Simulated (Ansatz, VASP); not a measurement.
# Two plane-wave programs on MgB2

File INCAR:

```
SYSTEM = MgB2
PREC = Accurate ; ENCUT = 520
EDIFF = 1E-6 ; ISMEAR = 0
SIGMA = 0.1 ; LREAL = .False.
LASPH = .True. ; NELM = 100
ALGO = Normal ; ISIF = 2
LWAVE = .False. ; LCHARG = .False.
GGA = PE ; NBANDS = 11
```

The input KPOINTS:

```
regular mesh
0
Gamma
  6 6 6
  0 0 0
```

File POSCAR:

```
MgB2
1.0
    3.0850007055      0.0000000000      0.0000000000
   -1.5425003528      2.6716889817      0.0000000000
    0.0000000000      0.0000000000      3.5230000000
Mg B
1 2
Direct
    0.0000000000      0.0000000000      0.0000000000
    0.3333333333      0.6666666667      0.5000000000
    0.6666666667      0.3333333333      0.5000000000
```

Input for Ansatz:

```yaml
crystal:
  lattice:
    - [3.0850007055, 0.0, 0.0]
    - [-1.5425003528, 2.6716889817, 0.0]
    - [0.0, 0.0, 3.523]
  atoms:
    - { symbol: Mg, position: [0.0, 0.0, 0.0] }
    - { symbol: B, position: [0.3333333333, 0.6666666667, 0.5] }
    - { symbol: B, position: [0.6666666667, 0.3333333333, 0.5] }
basis:
  ecutwfc: 420
kpoints:
  mp_grid: { grid: [6, 6, 6] }
hamiltonian:
  xc: pbe
scf:
  occupations: { method: gaussian, width: 0.1 }
output:
  forces: true
  stress: true
  eigenvalues: true
```

Alike in both runs: task single point; functional PBE; k mesh 6 × 6 × 6; occupations gaussian, width 0.1 eV; no spin polarisation.

|  | VASP | Ansatz |
| --- | --- | --- |
| version | VASP 6.6.1 | Ansatz 0.2.0 |
| potentials or method | VASP PAW PBE potentials, release 64 (Mg, B) | scalar-relativistic, plane waves, PAW |
| plane-wave cutoff (eV) | 520 | 420 |
| valence electrons in the cell | 8 | 16 |

|  | VASP | Ansatz | Ansatz less VASP |
| --- | --- | --- | --- |
| gap on the k mesh at the Fermi level (eV) | none | none | - |
| pressure (GPa) | -1.2 | -0.9 | +0.25 |
| largest component of the traceless stress (GPa) | 0.76 | 0.62 | -0.140 |

A gap of «none» marks a metal or a gap that the smearing closes. The two sets of potentials don't hold the same shells in valence.

Caveats: the k mesh is coarse (spacing up to 0.39 Å⁻¹), so the values aren't converged.
